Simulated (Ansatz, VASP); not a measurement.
# Ga in VASP and in Ansatz

Contents of INCAR:

```
SYSTEM = Ga
ALGO = Normal ; EDIFF = 1E-6
EDIFFG = -0.01 ; ENCUT = 600
GGA = CA ; IBRION = 2
ISIF = 3 ; ISMEAR = -1
LASPH = .TRUE. ; LCHARG = .FALSE.
LREAL = .FALSE. ; LWAVE = .FALSE.
NELM = 100 ; NSW = 80
PREC = Accurate ; SIGMA = 0.1
```

Contents of KPOINTS:

```
k-points
0
G
  9 9 9
  0 0 0
```

The input POSCAR:

```
Ga
1.0
    0.0000000000      2.9796103622      2.9796103622
    2.9796103622      0.0000000000      2.9796103622
    2.9796103622      2.9796103622      0.0000000000
Ga
2
Direct
    0.1250000000      0.1250000000      0.1250000000
    0.8750000000      0.8750000000      0.8750000000
```

Input for Ansatz:

```yaml
crystal:
  lattice:
    - [0.0, 2.9796103622, 2.9796103622]
    - [2.9796103622, 0.0, 2.9796103622]
    - [2.9796103622, 2.9796103622, 0.0]
  atoms:
    - { symbol: Ga, position: [0.125, 0.125, 0.125] }
    - { symbol: Ga, position: [0.875, 0.875, 0.875] }
hamiltonian:
  xc: lda
  pseudopotentials:
    kind: paw
    azcp:
      Ga: "pseudopotentials/Ga.paw.azcp"
basis:
  ecutwfc: 420
  fft_grid_basis: typed
kpoints:
  mp_grid: { grid: [9, 9, 9], shift: [0, 0, 0] }
magnetization:
  spin_polarized: false
scf:
  occupations: { method: fermi_dirac, width: 0.1 }
relax:
  max_steps: 60
  f_tol: 0.01
  cell: {}
```

The cell was built by a generator and needn't be a form met in nature.

Alike in both runs: task relaxation of cell and atoms; functional LDA; k mesh 9 × 9 × 9; occupations fermi-dirac, width 0.1 eV; no spin polarisation.

```csv
,VASP,Ansatz
version,VASP 6.6.1,Ansatz 0.2.0
potentials or method,"VASP PAW LDA potentials, release 64 (Ga_d)","plane waves (420 eV) with PAW, scalar-relativistic"
plane-wave cutoff (eV),600,420
valence electrons in the cell,26,26
```

Ansatz gave:

```
relaxed volume (Å³/atom)                                     : 22.88
relaxed cell length with the largest relative difference (Å) : 4.015
energy change over the relaxation (meV/atom)                 : -62
```

Which values does VASP return?

Relaxed volume (Å³/atom): 22.95; relaxed cell length with the largest relative difference (Å): 4.019; energy change over the relaxation (meV/atom): -61.

Ansatz warned: «pseudo_functional_mismatch».
